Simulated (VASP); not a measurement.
Write the native input for VASP 6.6.1 that does the following.

| Property | Result |
| --- | --- |
| Task | Born charges and dielectric tensor |
| Functional | LDA |
| Potentials or basis | VASP PAW LDA potentials, release 64 (W, S) |
| Cutoff | 600 eV |
| k mesh | 12 × 12 × 2 |
| Occupations | gaussian, width 0.02 eV |
| Spin | no spin polarisation |
| Further INCAR settings | ALGO = Normal; EDIFF = 1e-08; IBRION = 8; NSW = 1 |

The structure of WS2 lies in POSCAR:

```
WS2
1.0
    3.1295400000      0.0000000000      0.0000000000
   -1.5647700000      2.7102600000      0.0000000000
    0.0000000000      0.0000000000     12.1778200000
W S
2 4
Direct
    0.3333300000      0.6666700000      0.2500000000
    0.6666700000      0.3333300000      0.7500000000
    0.3333300000      0.6666700000      0.6216400000
    0.6666700000      0.3333300000      0.1216400000
    0.3333300000      0.6666700000      0.8783600000
    0.6666700000      0.3333300000      0.3783600000
```

The cell is a database's computed one.

These files were run (other wordings do the same):

INCAR

```
SYSTEM = WS2
PREC = Accurate
ENCUT = 600
EDIFF = 1E-8
ISMEAR = 0
SIGMA = 0.02
LREAL = .FALSE.
LASPH = .TRUE.
NELM = 60
ALGO = Normal
ISIF = 2
LWAVE = .FALSE.
LCHARG = .FALSE.
LEPSILON = .TRUE.
IBRION = 8
NSW = 1
```

KPOINTS

```
regular mesh
0
G
  12 12 2
  0 0 0
```

Potentials or basis: VASP PAW LDA potentials, release 64 (W, S).

Command:

```console
$ cat potpaw_LDA.64/W/POTCAR potpaw_LDA.64/S/POTCAR > POTCAR
$ mpirun -np 1 vasp_std > vasp.out
```

Results of the run:

The band gap on the k mesh is 0.87 eV, indirect (least direct gap 1.88 eV) and the electronic dielectric tensor (diagonal) is 13.96, 13.96, 6.77. The born charges (mean of the diagonal) is W -0.67; S +0.34 e. The highest phonon frequency at Γ, LO-TO splitting left out is 443 cm⁻¹.

Caveat: spin-orbit coupling is left out, which moves the levels of the heavy elements.

Wall time 71 min on 1 thread of Intel(R) Xeon(R) Platinum 8488C (Sapphire Rapids), on a shared host, peak memory 1.1 GiB.
